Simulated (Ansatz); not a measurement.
A calculation with Ansatz 0.2.0 of MgS (native input, structure typed inline):

input.yaml

```yaml
crystal:
  lattice:
    - [0.0, 2.968230275, 2.968230275]
    - [2.968230275, 0.0, 2.968230275]
    - [2.968230275, 2.968230275, 0.0]
  atoms:
    - { symbol: S, position: [0.75, 0.75, 0.75] }
    - { symbol: Mg, position: [0.0, 0.0, 0.0] }
hamiltonian:
  xc: r2scan
  pseudopotentials: { kind: nc, source: spms }
  dispersion: rvv10
kpoints:
  mp_grid: { grid: [8, 8, 8] }
scf:
  occupations: { method: gaussian, width: 0.1 }
  n_extra_bands: 6
output:
  forces: true
  stress: true
  eigenvalues: true
  dos: { projected: true, de: 0.05, nscf_kmesh: { grid: [12, 12, 12] } }
```

Potentials or basis: SPMS NC.

Run with:

```bash
$ ansatz run input.yaml --threads 2 --pin off --max-ram 5120MiB --backend cpu --events-out ev --progress --plain --runs-dir out
```

The cell isn't the ideal one: volume scaled by 1.15.

The cell comes from a database or a generator and needn't be the stable form of this composition.

Write the same calculation in another form: ASE script, structure from a CIF.

As run:

Contents of run.py:

```python
import json

import ase.io
import numpy as np
import spglib

import ansatz as az

atoms = ase.io.read("MgS.cif")
cell, frac, numbers = spglib.find_primitive((atoms.cell[:], atoms.get_scaled_positions(), atoms.numbers), symprec=1e-5)
atoms = ase.Atoms(numbers, cell=cell, scaled_positions=frac, pbc=True)

calculation = (
    az.Crystal.from_ase(atoms)
    .calculation()
    .kpoints(8, 8, 8)
    .functional("r2scan", dispersion="rvv10")
    .pseudopotentials(kind="nc", source="spms")
    .scf(extra_bands=6)
    .occupations(method="gaussian", width=0.1)
    .density_of_states(energy_step=0.05, projected=True, nscf_kmesh=(12, 12, 12))
    .forces()
    .stress()
    .band_table(publish=True)
)
outcome = calculation.run(threads=2, events_out="events.jsonl")

report = outcome.report
for line in open("events.jsonl"):
    event = json.loads(line)
    if event["event"] == "scf_iter":
        d = event["data"]
        print(f"SCF {d['iter']:3d}  HF = {d['harris_foulkes_ev']:.6f} eV  dr2 = {d['dr2_ev']:.2e} eV")
    elif event["event"] in ("relax_step", "md_step"):
        d = event["data"]
        print(f"{event['event']} {d['step']:3d}  E = {d['lagrangian_ev']:.6f} eV")
np.set_printoptions(precision=5, suppress=True, linewidth=110)
print("converged:", report["converged"], "after", report["n_iterations"], "iterations")
print(f"free energy {report['free_energy_ev']:.6f} eV, Fermi level {report['fermi_energy_ev']:.4f} eV")
for key in ("band_edges_ev", "magnetization_mub", "site_moments_mub", "site_moments_nc_mub", "forces_ev_ang",
                "stress_gpa"):
    if report.get(key) is not None:
        print(key, np.array(report[key]), sep="\n")
```

The input MgS.cif:

```cif
data_MgS
_cell_length_a 5.93646055
_cell_length_b 5.93646055
_cell_length_c 5.93646055
_cell_angle_alpha 90.00000000
_cell_angle_beta 90.00000000
_cell_angle_gamma 90.00000000
_space_group_name_H-M_alt 'F-43m'
_space_group_name_Hall 'F -4 2 3'
_space_group_IT_number 216
loop_
_space_group_symop_operation_xyz
'x,y,z'
'y,-x,-z'
'-x,-y,z'
'-y,x,-z'
'x,-y,-z'
'y,x,z'
'-x,y,-z'
'-y,-x,z'
'z,x,y'
'-z,y,-x'
'z,-x,-y'
'-z,-y,x'
'-z,x,-y'
'z,y,x'
'-z,-x,y'
'z,-y,-x'
'y,z,x'
'-x,-z,y'
'-y,z,-x'
'x,-z,-y'
'-y,-z,x'
'x,z,y'
'y,-z,-x'
'-x,z,-y'
'x,y+1/2,z+1/2'
'y,-x+1/2,-z+1/2'
'-x,-y+1/2,z+1/2'
'-y,x+1/2,-z+1/2'
'x,-y+1/2,-z+1/2'
'y,x+1/2,z+1/2'
'-x,y+1/2,-z+1/2'
'-y,-x+1/2,z+1/2'
'z,x+1/2,y+1/2'
'-z,y+1/2,-x+1/2'
'z,-x+1/2,-y+1/2'
'-z,-y+1/2,x+1/2'
'-z,x+1/2,-y+1/2'
'z,y+1/2,x+1/2'
'-z,-x+1/2,y+1/2'
'z,-y+1/2,-x+1/2'
'y,z+1/2,x+1/2'
'-x,-z+1/2,y+1/2'
'-y,z+1/2,-x+1/2'
'x,-z+1/2,-y+1/2'
'-y,-z+1/2,x+1/2'
'x,z+1/2,y+1/2'
'y,-z+1/2,-x+1/2'
'-x,z+1/2,-y+1/2'
'x+1/2,y,z+1/2'
'y+1/2,-x,-z+1/2'
'-x+1/2,-y,z+1/2'
'-y+1/2,x,-z+1/2'
'x+1/2,-y,-z+1/2'
'y+1/2,x,z+1/2'
'-x+1/2,y,-z+1/2'
'-y+1/2,-x,z+1/2'
'z+1/2,x,y+1/2'
'-z+1/2,y,-x+1/2'
'z+1/2,-x,-y+1/2'
'-z+1/2,-y,x+1/2'
'-z+1/2,x,-y+1/2'
'z+1/2,y,x+1/2'
'-z+1/2,-x,y+1/2'
'z+1/2,-y,-x+1/2'
'y+1/2,z,x+1/2'
'-x+1/2,-z,y+1/2'
'-y+1/2,z,-x+1/2'
'x+1/2,-z,-y+1/2'
'-y+1/2,-z,x+1/2'
'x+1/2,z,y+1/2'
'y+1/2,-z,-x+1/2'
'-x+1/2,z,-y+1/2'
'x+1/2,y+1/2,z'
'y+1/2,-x+1/2,-z'
'-x+1/2,-y+1/2,z'
'-y+1/2,x+1/2,-z'
'x+1/2,-y+1/2,-z'
'y+1/2,x+1/2,z'
'-x+1/2,y+1/2,-z'
'-y+1/2,-x+1/2,z'
'z+1/2,x+1/2,y'
'-z+1/2,y+1/2,-x'
'z+1/2,-x+1/2,-y'
'-z+1/2,-y+1/2,x'
'-z+1/2,x+1/2,-y'
'z+1/2,y+1/2,x'
'-z+1/2,-x+1/2,y'
'z+1/2,-y+1/2,-x'
'y+1/2,z+1/2,x'
'-x+1/2,-z+1/2,y'
'-y+1/2,z+1/2,-x'
'x+1/2,-z+1/2,-y'
'-y+1/2,-z+1/2,x'
'x+1/2,z+1/2,y'
'y+1/2,-z+1/2,-x'
'-x+1/2,z+1/2,-y'
loop_
_atom_site_label
_atom_site_type_symbol
_atom_site_symmetry_multiplicity
_atom_site_Wyckoff_symbol
_atom_site_fract_x
_atom_site_fract_y
_atom_site_fract_z
_atom_site_occupancy
S1 S 4 d 0.2500000000 0.2500000000 0.7500000000 1
Mg1 Mg 4 a 0.0000000000 0.0000000000 0.0000000000 1
```

Potentials or basis: SPMS NC.

Command:

```sh
$ python run.py
```

Both were run:

|  | native input, structure typed inline | ASE script, structure from a CIF |
| --- | --- | --- |
| Band gap on the k mesh | 3.27 eV, direct | 3.27 eV, direct |

Keys that steer only the numerical path or the files written may differ.

Caveat: the meta-GGA runs on potentials made for a GGA.
